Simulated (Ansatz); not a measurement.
Crystal: TiO2.

```
CELL_PARAMETERS angstrom
1.49733 0.86448 6.98154
-1.49733 0.86448 6.98154
0.00000 -1.72897 6.98154
ATOMIC_POSITIONS crystal
Ti 0.00000 0.00000 0.00000
O 0.37953 0.37953 0.37953
O 0.62047 0.62047 0.62047
```

Measurements of this composition are mostly on another form, of space group No. 141.

Base run:

```yaml
Program: Ansatz 0.2.0
Functional: r2SCAN0 form with a typed share of exact exchange
Potentials_or_basis: Ansatz PAW
Cutoff: "500 eV (not typed: the program's choice for these potentials)"
k_mesh: 6 × 6 × 6
Occupations: fermi-dirac, width 0.05 eV
Spin: no spin polarisation
```

Its results: band gap on the k mesh 3.07 eV, indirect (least direct gap 3.26 eV); pressure -3.4 GPa; largest force 0.444 eV/Å.

Q: After a change of settings the same cell gave: band gap on the k mesh 3.95 eV, indirect (least direct gap 4.14 eV); pressure -4.7 GPa; largest force 0.641 eV/Å. Which change was it?
A. share of exact exchange from 0 to 0.35
B. share of exact exchange from 0 to 0.1
C. share of exact exchange from 0 to 0.15
D. functional from r2SCAN0 form with a typed share of exact exchange to r2SCAN0; share of exact exchange from 0 to 0.25

A: B.

Caveats: the PAW data sets come from PBE, with cores solved anew for the run's functional, which leaves a small shift of forces and pressure; the thresholds are loose for stress (some runs).
